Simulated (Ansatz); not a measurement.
# Al12N: the cost of one run

Method: DFT PBE, scalar-relativistic, plane waves, PAW, in Ansatz 0.2.0.

3 further runs of the same task are left out: 1 that didn't finish, 2 set aside as unsound or not needed.

### Step 1. The starting structure

Symmetry: Fm-3m, No. 225, cubic system. Conventional cell: a = 4.041 Å, b = 4.041 Å, c = 4.041 Å, α = 90.00°, β = 90.00°, γ = 90.00°. Al (site symmetry m-3m) has 12 Al at 2.86 Å as nearest neighbours.

As a file:

```cif
data_structure
_symmetry_space_group_name_H-M 'P 1'
_symmetry_Int_Tables_number 1
_cell_length_a 2.8572
_cell_length_b 2.8572
_cell_length_c 2.8572
_cell_angle_alpha 60.000
_cell_angle_beta 60.000
_cell_angle_gamma 60.000
_cell_volume 16.49
loop_
_atom_site_label
_atom_site_type_symbol
_atom_site_fract_x
_atom_site_fract_y
_atom_site_fract_z
_atom_site_occupancy
Al1 Al 0.00000 0.00000 0.00000 1
```

This cell was relaxed beforehand with the same method: volume 16.49 Å³/atom, gap on the mesh none (metal).

### Step 2. Plan of the scan

Atoms count from 1 in the order of the input.

N is moved over the surface cell; relaxed at each place: the height of the adsorbate's atoms; substrate rigid; the origin of the map has the adsorbate above Al9.

- position of N13 along the first surface vector, from above Al9: 6 values from 0.000 to 0.833, periodic
- position of N13 along the second surface vector, from above Al9: 6 values from 0.000 to 0.833, periodic

Relaxed at each point: the height of the adsorbate's atoms; substrate rigid. Points are written as (first, second).

The two vectors of the plane (Å): (2.857, 0.000, 0.000); (-1.429, 2.474, 0.000).

### Step 3. Point (0/6, 0/6) of the map's two axes

File input.yaml:

```yaml
crystal:
  lattice:
    - [5.7143028096, 0.0, 0.0]
    - [-2.8571514048, 4.948731398, 0.0]
    - [0.0, 0.0, 20.1016424764]
  atoms:
    - { symbol: Al, position: [0.3333333333, 0.1666666667, 0.1989887147] }
    - { symbol: Al, position: [0.3333333333, 0.6666666667, 0.1989887147] }
    - { symbol: Al, position: [0.8333333333, 0.1666666667, 0.1989887147] }
    - { symbol: Al, position: [0.8333333333, 0.6666666667, 0.1989887147] }
    - { symbol: Al, position: [0.1666666667, 0.3333333333, 0.3134533099] }
    - { symbol: Al, position: [0.1666666667, 0.8333333333, 0.3134533099] }
    - { symbol: Al, position: [0.6666666667, 0.3333333333, 0.3134533099] }
    - { symbol: Al, position: [0.6666666667, 0.8333333333, 0.3134533099] }
    - { symbol: Al, position: [0.0, 0.0, 0.4279074452] }
    - { symbol: Al, position: [0.0, 0.5, 0.4279074452] }
    - { symbol: Al, position: [0.5, 0.0, 0.4279074452] }
    - { symbol: Al, position: [0.5, 0.5, 0.4279074452] }
    - { symbol: "N", position: [0.0, 0.0, 0.5234220283] }
basis:
  ecutwfc: 420
kpoints:
  mp_grid: { grid: [6, 6, 1] }
hamiltonian:
  xc: pbe
scf:
  occupations: { method: gaussian, width: 0.1 }
output:
  forces: true
  eigenvalues: true
relax:
  adjacent_minimum: "off"
  f_tol: 0.025
  max_steps: 16
  constraints:
    - { sites: [0, 1, 2, 3, 4, 5, 6, 7, 8, 9, 10, 11] }
    - { sites: [12], fix: xy }
efield:
  axis: 3
  dipole_correction: true
  ramp_width: 0.04
```

Started as:

```bash
$ ansatz run input.yaml --threads 4 --pin off --max-ram 12288MiB --backend cpu --events-out ev --progress --plain --runs-dir out
```

What time and memory should one allow on 4 threads of Arm Neoverse V1, shared host?

About 16 s, with a peak of 0.82 GiB.
